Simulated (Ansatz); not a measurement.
# NiO: the cost of one run

Program: Ansatz 0.2.0. Level of theory: DFT, PBEsol, plane-wave PAW, default files, scalar-relativistic, frozen cores. These are calculated values, not measurements.

**1. The starting structure**

The structure is cubic, space group Fm-3m (No. 225). Conventional cell: a = 4.190 Å, b = 4.190 Å, c = 4.190 Å, α = 90.00°, β = 90.00°, γ = 90.00°. Ni (site symmetry m-3m) has 6 O at 2.10 Å as nearest neighbours. O (site symmetry m-3m) has 6 Ni at 2.10 Å as nearest neighbours.

Structure file:

```
Ni O
1.0
     0.00000    2.09503    2.09503
     2.09503    0.00000    2.09503
     2.09503    2.09503    0.00000
Ni O
1 1
Direct
  0.00000 0.00000 0.00000
  0.50000 0.50000 0.50000
```

The earlier run gave: no gap over 0.1 eV on the mesh, largest force 0.000 eV/Å, pressure 3.4 GPa, net moment 1.77 μB.

Site by site (atoms counted from 1):

| site | atoms | first shell | V_zz (10²¹ V/m²) | η | C_Q (MHz) | m (μB) | B_c (T) |
| --- | --- | --- | --- | --- | --- | --- | --- |
| Ni | 1 | 6 O at 2.10 Å | 0.00 | – | 0 (⁶¹Ni) | 1.43 | -7.3 |
| O | 2 | 6 Ni at 2.10 Å | 0.00 | – | 0 (¹⁷O) | 0.28 | 21.1 |

V_zz is the principal component of the electric field gradient with the largest magnitude, η = (V_xx − V_yy)/V_zz and C_Q = eQV_zz/h. Nuclear quadrupole moments: year-2017 set (Pyykkö).

B_c = (2μ₀/3) μB (ρ↑ − ρ↓) at the nucleus, 7.77 T per e/Å³, positive along the run's up direction; orbital and dipolar fields are not in it. One atom of each site is listed; partners with reversed moments have reversed fields.

**2. Functional PBEsol at the relaxed positions**

Contents of input.yaml:

```yaml
crystal:
  lattice:
    - [0.0, 2.09503, 2.09503]
    - [2.09503, 0.0, 2.09503]
    - [2.09503, 2.09503, 0.0]
  atoms:
    - { symbol: Ni, position: [0.0, 0.0, 0.0], spin: 2.0 }
    - { symbol: O, position: [0.5, 0.5, 0.5] }
magnetization:
  spin_polarized: true
kpoints:
  mp_grid: { grid: [19, 19, 19] }
scf:
  occupations: { method: fermi_dirac, width: 0.05 }
hamiltonian:
  xc: pbesol
  pseudopotentials: { kind: paw, frozen_core: stored }
output:
  forces: true
  stress: true
  populations: true
  efg: { quadrupole_moments_barn: { Ni: 0.162, O: -0.02558 } }
```

Run with:

```sh
ansatz run input.yaml --threads 1 --pin off --max-ram 3072MiB --backend cpu --events-out ev --progress --plain --runs-dir out
```

**Question.** How long does this run take on 1 thread of Intel Xeon at 2.50GHz (Skylake/Cascade Lake), shared host, and how much memory does it need?

About 47 s, with a peak of 0.48 GiB.
